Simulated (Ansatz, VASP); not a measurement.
# Si12H3F: VASP beside Ansatz

One calculation is typed for both programs; each brings its own data sets. How far apart do they land? The cell is taken from a series of runs on this material, whose earlier steps may have relaxed, scaled, displaced or heated it; both programs get it as it stands.

Program: Ansatz 0.2.0. Level of theory: plane waves, with VASP 6.6.1 beside it; PBE. Results are calculated unless marked as measured.

## Step 1: The structure

The cell holds 32 atoms: 2 F, 6 H and 24 Si. Cell: a = 7.679 Å, b = 7.679 Å, c = 24.144 Å, α = 90.0°, β = 90.0°, γ = 60.0°. It derives from Si. As first built, before any earlier steps moved the atoms or strained the cell (in the runner's words): kind terminated face; group F; share_of_top_atoms 0.5; rest H; oxygen_in_back_bonds 0; lower_face H. Vacuum lies along c.

## Step 2: VASP: single point, PBE

With cell and atoms fixed, the geometry can't cause a difference; cores, projectors, grids and the points listed under the comparison can.

Lines of VASP's logs that name or quote its potential files are left out, and so is its time.

File INCAR:

```
SYSTEM = Si12H3F
PREC = Accurate
ENCUT = 520
EDIFF = 1E-06
NELM = 120
ISMEAR = -1
SIGMA = 0.02
LREAL = Auto
ALGO = Normal
GGA = PE
NBANDS = 80
LORBIT = 11
LWAVE = .FALSE.
LCHARG = .FALSE.
ISIF = 2
LDIPOL = .TRUE.
IDIPOL = 3
DIPOL = 0.5 0.5 0.497
LVHAR = .TRUE.
LASPH = .TRUE.
GGA_COMPAT = .FALSE.
EFERMI = MIDGAP
NELMDL = -8
KPAR = 4
```

File POSCAR:

```
Si12H3F
1.0
    7.6791796437      0.0000000000      0.0000000000
    3.8395898218      6.6503646517      0.0000000000
    0.0000000000      0.0000000000     24.1437769138
F H Si
2 6 24
Direct
    0.0003751823      0.9992496354      0.7104197188
    0.5003751823      0.9992496354      0.7104197188
    0.9993744618      0.5012510765      0.7062129643
    0.4993744618      0.5012510765      0.7062129643
    0.0000000000      0.0000000000      0.2899297830
    0.5000000000      0.0000000000      0.2899297830
    0.0000000000      0.5000000000      0.2899297830
    0.5000000000      0.5000000000      0.2899297830
    0.9998855894      0.0002288211      0.6428003484
    0.4998855894      0.0002288211      0.6428003484
    0.0001692729      0.4996614543      0.6441246025
    0.5001692728      0.4996614543      0.6441246025
    0.8326316814      0.3347366372      0.6117484291
    0.3326316814      0.3347366372      0.6117484291
    0.8340774322      0.8318451356      0.6115091898
    0.3340774322      0.8318451356      0.6115091898
    0.8334682584      0.3330634833      0.5138637456
    0.3334682584      0.3330634833      0.5138637456
    0.8331846576      0.8336306848      0.5135423347
    0.3331846576      0.8336306848      0.5135423347
    0.1665129132      0.1669741736      0.4806198777
    0.6665129132      0.1669741736      0.4806198777
    0.1668035054      0.6663929892      0.4806208211
    0.6668035054      0.6663929892      0.4806208211
    0.1666666665      0.1666666670      0.3828627570
    0.6666666665      0.1666666670      0.3828627570
    0.1666666665      0.6666666670      0.3828627570
    0.6666666665      0.6666666670      0.3828627570
    0.0000000000      0.0000000000      0.3504008520
    0.5000000000      0.0000000000      0.3504008520
    0.0000000000      0.5000000000      0.3504008520
    0.5000000000      0.5000000000      0.3504008520
```

File KPOINTS:

```
Automatic mesh
0
Gamma
3 3 1
0 0 0
```

PAW data sets: F, H and Si (PBE family, release 64).

Command:

```console
$ mpirun -np 4 vasp_std
```

Numbers of over 12 decimals in the logs are rounded to 6 here.

Log:

```text
[banner, memory and clock lines left out]
running    4 mpi-ranks, on    1 nodes
[...]
LDA part: xc-table for (Slater+PW92), standard interpolation
 POSCAR, INCAR and KPOINTS ok, starting setup
[...]
entering main loop
       N       E                     dE             d eps       ncg     rms          rms(c)
DAV:   1     0.637264385357E+03    0.63726E+03   -0.39502E+04   640   0.109E+03
DAV:   2    -0.763488682802E+02   -0.71361E+03   -0.68838E+03   880   0.208E+02
DAV:   3    -0.162054686636E+03   -0.85706E+02   -0.84784E+02   752   0.731E+01
DAV:   4    -0.165401245067E+03   -0.33466E+01   -0.33296E+01   840   0.162E+01
[...]
DAV:  32    -0.160342344662E+03   -0.13567E-05   -0.96045E-08   472   0.158E-03    0.808E-04
DAV:  33    -0.160342346069E+03   -0.14067E-05   -0.33939E-07   512   0.228E-03    0.842E-04
DAV:  34    -0.160342346118E+03   -0.48640E-07   -0.51465E-08   432   0.830E-04
   1 F= -.16034235E+03 E0= -.16034235E+03  d E =-.142478E-11
```

Parts of OUTCAR (step 2):

```text
  Total        6.1494470      6.0233362      4.5818950     -0.0000000     -0.0187993      0.0000000
  in kB        7.9906324      7.8267632      5.9537448     -0.0000000     -0.0244280      0.0000000
  external PRESSURE =       7.2570468 kB  Pullay stress =       0.0000000 kB

 POSITION                                       TOTAL-FORCE (eV/Angst)
 -----------------------------------------------------------------------------------
      3.83959      6.64537     17.15222        -0.000000      0.001471      0.159287
      7.67918      6.64537     17.15222        -0.000000      0.001471      0.159287
      9.59897      3.33350     17.05065         0.000000     -0.005621      0.003443
      5.75938      3.33350     17.05065         0.000000     -0.005621      0.003443
      0.00000      0.00000      7.00000         0.000000     -0.000079     -0.762763
      3.83959      0.00000      7.00000         0.000000     -0.000079     -0.762763
      1.91979      3.32518      7.00000        -0.000000      0.000440     -0.763205
      5.75938      3.32518      7.00000        -0.000000      0.000440     -0.763205
      7.67918      0.00152     15.51963         0.000000     -0.002285     -0.164007
      3.83959      0.00152     15.51963         0.000000     -0.002285     -0.164007
      1.91979      3.32293     15.55160        -0.000000      0.004162      0.021776
      5.75938      3.32293     15.55160        -0.000000      0.004162      0.021776
      7.67918      2.22612     14.76992         0.000000     -0.010013     -0.010097
      3.83959      2.22612     14.76992         0.000000     -0.010013     -0.010097
[...]
-----------------------------------------------------------------------------------
    total drift:                                0.000001     -0.000194      0.003567

  FREE ENERGIE OF THE ION-ELECTRON SYSTEM (eV)
  ---------------------------------------------------
  free  energy   TOTEN  =      -160.3423461177 eV

  energy  without entropy=     -160.3423461177  energy(sigma->0) =     -160.34234612

[... 3 further parts left out ...]
[key lines of the parts left out:]
E-fermi :  -0.2040
```

## Step 3: Ansatz: single point, PBE

Ansatz runs on its PAW soft_1 files.

The same cell, functional, mesh and smearing now go to Ansatz, which takes its cutoff from its data sets.

File input.yaml:

```yaml
crystal:
  lattice:
    - [7.6791796437, 0.0, 0.0]
    - [3.8395898218, 6.6503646517, 0.0]
    - [0.0, 0.0, 24.1437769138]
  atoms:
    - { symbol: F, position: [0.0003751823, -0.0007503646, 0.7104197188] }
    - { symbol: F, position: [0.5003751823, -0.0007503646, 0.7104197188] }
    - { symbol: H, position: [-0.0006255383, 0.5012510765, 0.7062129643] }
    - { symbol: H, position: [0.4993744617, 0.5012510765, 0.7062129643] }
    - { symbol: Si, position: [-0.0001144105, 0.0002288211, 0.6428003484] }
    - { symbol: Si, position: [0.4998855895, 0.0002288211, 0.6428003484] }
    - { symbol: Si, position: [0.0001692728, 0.4996614543, 0.6441246025] }
    - { symbol: Si, position: [0.5001692728, 0.4996614543, 0.6441246025] }
    - { symbol: Si, position: [0.8326316814, 0.3347366372, 0.6117484291] }
    - { symbol: Si, position: [0.3326316814, 0.3347366372, 0.6117484291] }
    - { symbol: Si, position: [0.8340774322, 0.8318451356, 0.6115091898] }
    - { symbol: Si, position: [0.3340774322, 0.8318451356, 0.6115091898] }
    - { symbol: Si, position: [0.8334682584, 0.3330634833, 0.5138637456] }
    - { symbol: Si, position: [0.3334682584, 0.3330634833, 0.5138637456] }
    - { symbol: Si, position: [0.8331846576, 0.8336306848, 0.5135423347] }
    - { symbol: Si, position: [0.3331846576, 0.8336306848, 0.5135423347] }
    - { symbol: Si, position: [0.1665129132, 0.1669741736, 0.4806198777] }
    - { symbol: Si, position: [0.6665129132, 0.1669741736, 0.4806198777] }
    - { symbol: Si, position: [0.1668035054, 0.6663929892, 0.4806208211] }
    - { symbol: Si, position: [0.6668035054, 0.6663929892, 0.4806208211] }
    - { symbol: Si, position: [0.1666666665, 0.166666667, 0.382862757] }
    - { symbol: Si, position: [0.6666666665, 0.166666667, 0.382862757] }
    - { symbol: Si, position: [0.1666666665, 0.666666667, 0.382862757] }
    - { symbol: Si, position: [0.6666666665, 0.666666667, 0.382862757] }
    - { symbol: Si, position: [0.0, 0.0, 0.350400852] }
    - { symbol: Si, position: [0.5, 0.0, 0.350400852] }
    - { symbol: Si, position: [0.0, 0.5, 0.350400852] }
    - { symbol: Si, position: [0.5, 0.5, 0.350400852] }
    - { symbol: H, position: [0.0, 0.0, 0.289929783] }
    - { symbol: H, position: [0.5, 0.0, 0.289929783] }
    - { symbol: H, position: [0.0, 0.5, 0.289929783] }
    - { symbol: H, position: [0.5, 0.5, 0.289929783] }
kpoints:
  mp_grid: { grid: [3, 3, 1] }
scf:
  occupations: { method: fermi_dirac, width: 0.02 }
  n_extra_bands: 35
hamiltonian:
  xc: pbe
  pseudopotentials: { kind: paw, azcp: { folder: soft_1 } }
output:
  forces: true
  write_potential: true
  volumetric_format: []
  dos:
    projected:
      site_lists:
        adsorbate: [0, 1, 2, 3]
        layer_1: [4, 5, 6, 7]
        layer_2: [8, 9, 10, 11]
        layer_3: [12, 13, 14, 15]
        middle: [16, 17, 18, 19]
        other_layers: [20, 21, 22, 23, 24, 25, 26, 27, 28, 29, 30, 31]
    de: 0.05
    e_range: [-30, 12]
    method: { smearing: { sigma: 0.12, scheme: gaussian } }
  eigenstates:
    kpoints:
      - [0.33333333, -0.33333333, 0.0]
      - [0.25, -0.375, 0.0]
      - [0.16666667, -0.41666667, 0.0]
      - [0.08333333, -0.45833333, 0.0]
      - [0.0, 0.5, 0.0]
      - [-0.08333333, 0.45833333, 0.0]
      - [-0.16666667, 0.41666667, 0.0]
      - [-0.25, 0.375, 0.0]
      - [-0.33333333, 0.33333333, 0.0]
      - [-0.41666667, 0.29166667, 0.0]
      - [0.5, 0.25, 0.0]
      - [0.41666667, 0.20833333, 0.0]
      - [0.33333333, 0.16666667, 0.0]
      - [0.25, 0.125, 0.0]
      - [0.16666667, 0.08333333, 0.0]
      - [0.08333333, 0.04166667, 0.0]
      - [0.0, 0.0, 0.0]
      - [0.07142857, 0.0, 0.0]
      - [0.14285714, 0.0, 0.0]
      - [0.21428571, 0.0, 0.0]
      - [0.28571429, 0.0, 0.0]
      - [0.35714286, 0.0, 0.0]
      - [0.42857143, 0.0, 0.0]
      - [0.5, 0.0, 0.0]
      - [-0.42857143, 0.0, 0.0]
      - [-0.35714286, 0.0, 0.0]
      - [-0.28571429, 0.0, 0.0]
      - [-0.21428571, 0.0, 0.0]
      - [-0.14285714, 0.0, 0.0]
      - [-0.07142857, 0.0, 0.0]
      - [0.04166667, 0.08333333, 0.0]
      - [0.08333333, 0.16666667, 0.0]
      - [0.125, 0.25, 0.0]
      - [0.16666667, 0.33333333, 0.0]
      - [0.20833333, 0.41666667, 0.0]
      - [0.25, 0.5, 0.0]
      - [0.29166667, -0.41666667, 0.0]
    e_range: [-8.0, 6.0]
    unfold:
      supercell_matrix: [[2, 0, 0], [0, 2, 0], [0, 0, 1]]
      layers:
        axis: 3
        edges: [0.124256, 0.42583, 0.42593, 0.575549, 0.575649, 0.876091]
efield:
  axis: 3
  dipole_correction: true
```

Command:

```console
$ ansatz run input.yaml --threads 4 --pin off --max-ram 11264MiB --backend cpu --events-out ev --progress --plain --runs-dir out
```

Log:

```text
scf.n_extra_bands = 35 over 58 filled bands (N_el = 116.0): the run solves 93 bands
Engine: ansatz 0.2.0, x86_64-unknown-linux-gnu
Pseudopotentials: kind: paw
Pseudopotential: F, paw, valence charge 7, recommended cutoff 420 eV (normal), soft_1/F.paw.azcp
Pseudopotential: H, paw, valence charge 1, recommended cutoff 420 eV (normal), soft_1/H.paw.azcp
Pseudopotential: Si, paw, valence charge 4, recommended cutoff 420 eV (normal), soft_1/Si.paw.azcp
Functional definition: PBE
  parameter kappa = 0.804
  parameter beta = 0.066725
  exchange = pbe_x(kappa = kappa, mu = beta*pi^2/3)
  correlation = pbe_c(beta = beta)
Crystal: 32 atoms, lattice volume = 1233.007 Å³
Basis set: ecut = 420 eV, 24051 PW (Γ), exchange–correlation on 108×108×324 points (8 copies of the dense FFT grid, shifted against one another)
Bands: 93, of which v1, the nominal top of the filled ones, is band 58 counted from 1 (57 counted from 0)
Symmetry: 4 space group operations
Space group: Pm (ITA 6), of the structure as read, at distance tolerance 1.1e-4 Å
k-points: 4 of 9 (time reversal used)
Non-local potential: F, projectors of the file, l = 0: 2, l = 1: 2, l = 2: 1
Non-local potential: H, projectors of the file, l = 0: 2, l = 1: 1
Non-local potential: Si, projectors of the file, l = 0: 2, l = 1: 2, l = 2: 1
PAW form: soft (Blöchl's): semilocal exchange-correlation on the pseudo side does not see the compensation charge
PAW one-centre angular grid: F, 110 points (default); XC on 64 Gauss nodes
PAW one-centre angular grid: H, 110 points (default); XC on 64 Gauss nodes
PAW one-centre angular grid: Si, 110 points (default); XC on 64 Gauss nodes
Initial density: superposition of atomic densities (neutral atoms: chi_scale 0, normalization atom)
Initial wavefunctions: pseudopotential atomic-orbital guess
Functional: x = pbe(κ = 0.804, μ = 0.219515), c = pbe(β = 0.066725)
SCF iter   1: F=—  HF=-16977.267388 eV  |F-HF|=—  |Δ(HF+E_count)|=         —  Δρ=4.13e-2  dr2=1.84e1  ethr=3.10e-3  p=0.000 e·Å  D=7.35e-8 V/Å  ΔV_dip=-0.00 eV  dr2_dipole=4.59e-2  V_vac-E_F(+/−)=6.27/6.27 eV  ⟨swp⟩=9.2  Hψ=2345  notcnv=0  defer=48
efield: sawtooth ramp at fractional position 0.9502 (placed from the atoms, in the widest stretch of the axis that holds none; the zero of the levels goes with the place), width 0.1000; the density the first Hamiltonian is built on has a dipole p = 0.000 e·Å; the dipole correction subtracts the counter field D = 7.35e-8 V/Å, which shifts the + side's vacuum level by -0.00 eV against the − side's; the planar-averaged density in the ramp window peaks in size at 1.1e-6 e/Å³
preconditioner: auto → Resta (q_TF=auto, 1.840 Å⁻¹)  ε∞=2.6  [insulator: Δε(μ)=1.377 eV  Ē_g=8.916 eV  σ=0.020 eV  W_gap=1.00  n_scr=134 (ndim 8)  ℏωp=11.2 eV  f_vac=0.482  D(μ)=0.00/eV (n_scr^D=0)  ε∞_Penn≈2.6  vacuum switching on, ρ_ref=5.8e-3 e/Å³]
SCF iter   2: F=—  HF=-16973.235528 eV  |F-HF|=—  |Δ(HF+E_count)|=    4.03e0  Δρ=2.05e-2  dr2=4.47e0  ethr=3.10e-3  p=-0.198 e·Å  D=-2.90e-2 V/Å  ΔV_dip=0.70 eV  dr2_dipole=3.34e-3  V_vac-E_F(+/−)=6.21/5.51 eV  ⟨swp⟩=3.0  Hψ=709  notcnv=0  defer=112
SCF iter   3: F=—  HF=-16972.525434 eV  |F-HF|=—  |Δ(HF+E_count)|=   7.10e-1  Δρ=1.27e-2  dr2=1.75e0  ethr=3.10e-3  p=-0.130 e·Å  D=-1.91e-2 V/Å  ΔV_dip=0.46 eV  dr2_dipole=1.35e-1  V_vac-E_F(+/−)=5.04/4.58 eV  ⟨swp⟩=2.8  Hψ=713  notcnv=0  defer=110
SCF iter   4: F=—  HF=-16972.147569 eV  |F-HF|=—  |Δ(HF+E_count)|=   3.78e-1  Δρ=1.52e-3  dr2=1.07e-1  ethr=1.51e-3  p=-0.375 e·Å  D=-5.51e-2 V/Å  ΔV_dip=1.33 eV  dr2_dipole=4.17e-2  V_vac-E_F(+/−)=5.43/4.10 eV  ⟨swp⟩=3.0  Hψ=707  notcnv=0  defer=111
SCF iter   5: F=—  HF=-16972.142972 eV  |F-HF|=—  |Δ(HF+E_count)|=   4.60e-3  Δρ=9.92e-4  dr2=1.61e-2  ethr=9.19e-5  p=-0.278 e·Å  D=-4.09e-2 V/Å  ΔV_dip=0.99 eV  dr2_dipole=2.38e-3  V_vac-E_F(+/−)=5.22/4.23 eV  ⟨swp⟩=3.8  Hψ=506  notcnv=0  defer=100
SCF iter   6: F=—  HF=-16972.150050 eV  |F-HF|=—  |Δ(HF+E_count)|=   7.08e-3  Δρ=3.63e-4  dr2=3.59e-3  ethr=1.39e-5  p=-0.297 e·Å  D=-4.36e-2 V/Å  ΔV_dip=1.05 eV  dr2_dipole=2.25e-7  V_vac-E_F(+/−)=5.17/4.11 eV  ⟨swp⟩=2.8  Hψ=477  notcnv=0  defer=100
SCF iter   7: F=—  HF=-16972.150808 eV  |F-HF|=—  |Δ(HF+E_count)|=   7.58e-4  Δρ=1.17e-4  dr2=2.22e-4  ethr=3.10e-6  p=-0.297 e·Å  D=-4.36e-2 V/Å  ΔV_dip=1.05 eV  dr2_dipole=3.02e-5  V_vac-E_F(+/−)=5.16/4.11 eV  ⟨swp⟩=2.0  Hψ=442  notcnv=0  defer=100
SCF iter   8: F=—  HF=-16972.150988 eV  |F-HF|=—  |Δ(HF+E_count)|=   1.80e-4  Δρ=3.44e-5  dr2=2.97e-5  ethr=1.91e-7  p=-0.300 e·Å  D=-4.40e-2 V/Å  ΔV_dip=1.06 eV  dr2_dipole=1.01e-6  V_vac-E_F(+/−)=5.16/4.10 eV  ⟨swp⟩=2.0  Hψ=494  notcnv=0  defer=100
SCF iter   9: F=—  HF=-16972.151163 eV  |F-HF|=—  |Δ(HF+E_count)|=   1.75e-4  Δρ=1.16e-5  dr2=2.45e-6  ethr=2.56e-8  p=-0.299 e·Å  D=-4.39e-2 V/Å  ΔV_dip=1.06 eV  dr2_dipole=7.55e-8  V_vac-E_F(+/−)=5.16/4.10 eV  ⟨swp⟩=2.0  Hψ=596  notcnv=0  defer=100
[...]
WARN: The output density's exchange-correlation potential varies sharply where the density is thin. Do not read a vacuum level from v_tot or v_xc, or from such a field of the output density. On a cell that repeats whose density bears no net charge and no dipole along the vacuum's axis use v_es (v_loc + v_h of the components); under efield.dipole_correction with no amplitude use v_es + v_field, which holds any externa [...]
SCF converged after 10 iterations
Free energy (F): -16972.151164 eV
Harris-Foulkes:  -16972.151164 eV  (|F-HF|=1.52e-7)
Internal energy: -16972.151164 eV  (E = F + TS)
E sigma→0 (E₀):  -16972.151164 eV
Fermi energy:    0.006823 eV
Dipole field:    D = -0.043927 V/Å  (p = -0.299322 e·Å, saw-weighted, corrected)
Work function:   Φ+ = 5.1595 eV   Φ− = 4.0989 eV
Levels:          The Fermi level and band energies are counted from a zero that moves with the ramp; work functions are not
--- Per-component energies (eV) ---
  E_band       = -723.175438
  E_kinetic    = 1451.980038
  E_local      = -31044.561992  (includes V_loc(G=0)·N_el)
  E_nonlocal   = 724.500343
  E_hartree    = 14869.731456
  E_xc         = -1558.984794
  E_vxc        = -1407.459123  (∫ρ·V_xc dr)
  E_paw        = -12692.253311  (= ΣΔE_a)
  E_vpaw       = -189.463912  (= ΣTr[D̂ρ^β])
  E_aug_tail   = -0.003647  (compensation charges beyond the density's cutoff)
  E_efield     = 0.006574  (sawtooth field / dipole correction)
  E_vefield    = 2.368255  (∫n·V_field dr)
  E_ewald      = 11277.434169
  E_smearing   = -0.000000  (= −TS)
  E_closure    = 0.000000  (closes the sum)
  Σ components = -16972.151164   (vs F -16972.151164, Δ=0.00e0)
--- Forces (eV/Å), atoms counted from 1 ---
  atom   1  F     -0.00000000     0.00225164    -0.02323129
  atom   2  F     -0.00000000     0.00225164    -0.02323129
  atom   3  H      0.00000000    -0.00552824     0.01143574
  atom   4  H      0.00000000    -0.00552824     0.01143574
  atom   5  Si     0.00000000    -0.00387378     0.02122950
  atom   6  Si     0.00000000    -0.00387378     0.02122950
  atom   7  Si    -0.00000000     0.00494957     0.01218501
  atom   8  Si    -0.00000000     0.00494957     0.01218501
  atom   9  Si     0.00000000    -0.00847989    -0.00657084
  atom  10  Si     0.00000000    -0.00847989    -0.00657084
  atom  11  Si    -0.00000000     0.00997063    -0.00358896
  atom  12  Si    -0.00000000     0.00997063    -0.00358896
  atom  13  Si     0.00000000    -0.00732865    -0.00661867
  atom  14  Si     0.00000000    -0.00732865    -0.00661867
  atom  15  Si    -0.00000000     0.00799682    -0.00297468
  atom  16  Si    -0.00000000     0.00799682    -0.00297468
  atom  17  Si     0.00000000    -0.00258858     0.00458192
  atom  18  Si     0.00000000    -0.00258858     0.00458192
  atom  19  Si    -0.00000000     0.00248075    -0.00265945
  atom  20  Si    -0.00000000     0.00248075    -0.00265945
  atom  21  Si    -0.00000000     0.00231446    -0.07622527
  atom  22  Si    -0.00000000     0.00231446    -0.07622527
  atom  23  Si     0.00000000    -0.00233962    -0.07937486
  atom  24  Si     0.00000000    -0.00233962    -0.07937486
  atom  25  Si     0.00000000    -0.00208471     0.85134999
  atom  26  Si     0.00000000    -0.00208471     0.85134999
  atom  27  Si    -0.00000000     0.00190402     0.84524607
  atom  28  Si    -0.00000000     0.00190402     0.84524607
  atom  29  H      0.00000000    -0.00002325    -0.77222394
  atom  30  H      0.00000000    -0.00002325    -0.77222394
  atom  31  H     -0.00000000     0.00037510    -0.77267154
  atom  32  H     -0.00000000     0.00037510    -0.77267154
  max |Σ_I F_I| component: 2.23e-4 eV/Å
--- Band table (eV) ---
  k-point 0: bands = [... 54 lower, -0.9622, -0.9547, -0.5292, -0.5204, 0.5336, 0.5504, 0.5686, 1.0395, ... 31 higher]
  k-point 1: bands = [... 54 lower, -1.8597, -1.5712, -1.4244, -0.9122, 0.6854, 1.2962, 1.3201, 1.4917, ... 31 higher]
  k-point 2: bands = [... 54 lower, -1.8563, -1.5462, -1.4495, -0.9213, 0.6828, 1.2915, 1.3297, 1.4655, ... 31 higher]
  k-point 3: bands = [... 54 lower, -2.2639, -1.8854, -1.7747, -1.6701, 1.5804, 1.7039, 2.0164, 2.0794, ... 31 higher]
```

## Step 4: Comparison

Known differences besides the potentials themselves: the cutoff is 420 eV in Ansatz and 520 eV in VASP (PREC = Accurate, projectors in real space). Total energies have different zeros and are not compared.

Both answers:

| quantity | Ansatz | VASP | difference |
| --- | --- | --- | --- |
| gap on the k mesh (eV) | 1.054 | 1.054 | 0.000 |

Forces on 10 of the 32 atoms, those with the largest forces and the largest differences (eV/Å; atoms numbered as in POSCAR):

| atom | Ansatz x, y, z | VASP x, y, z |
| --- | --- | --- |
| F1 | 0.000, 0.002, -0.023 | 0.000, 0.001, 0.159 |
| H5 | 0.000, 0.000, -0.772 | 0.000, 0.000, -0.763 |
| H7 | 0.000, 0.000, -0.773 | 0.000, 0.000, -0.763 |
| H8 | 0.000, 0.000, -0.773 | 0.000, 0.000, -0.763 |
| Si9 | 0.000, -0.004, 0.021 | 0.000, -0.002, -0.164 |
| Si10 | 0.000, -0.004, 0.021 | 0.000, -0.002, -0.164 |
| Si29 | 0.000, -0.002, 0.851 | 0.000, -0.002, 0.842 |
| Si30 | 0.000, -0.002, 0.851 | 0.000, -0.002, 0.842 |
| Si31 | 0.000, 0.002, 0.845 | 0.000, 0.002, 0.836 |
| Si32 | 0.000, 0.002, 0.845 | 0.000, 0.002, 0.836 |

The forces differ by 38 meV/Å r.m.s., which is 16.1 % of the r.m.s. force of 0.234 eV/Å (both taken over all components). A gap on the mesh is an upper bound, since the band edges may lie between its points. Where the cell holds vacuum, a pressure given here is an average over it and none of the material.

## Step 5: Summary of results

- r.m.s. force difference (single point, PBE): 16 % of the r.m.s. force

In words: The r.m.s. force difference is 16 % of the r.m.s. force (single point, PBE), beyond the 3 % picked in this series as the mark of a large difference. What causes the difference of the single point, PBE pair stays open here. How closely two codes agree says nothing of how well the functional describes the real material.

[Lines on the potential files, build, host, timing and source positions are cut from VASP's logs without a mark.]

[Logs are printed without paths, hosts, clocks, repeated set-up lines and the standing remarks that a program may print on its own settings, such as how far it seeks lower states.]

[Hosts, paths, dates, database ids (printed as entryN), source tags and the programs' standing remarks are cut or masked in the printed files.]
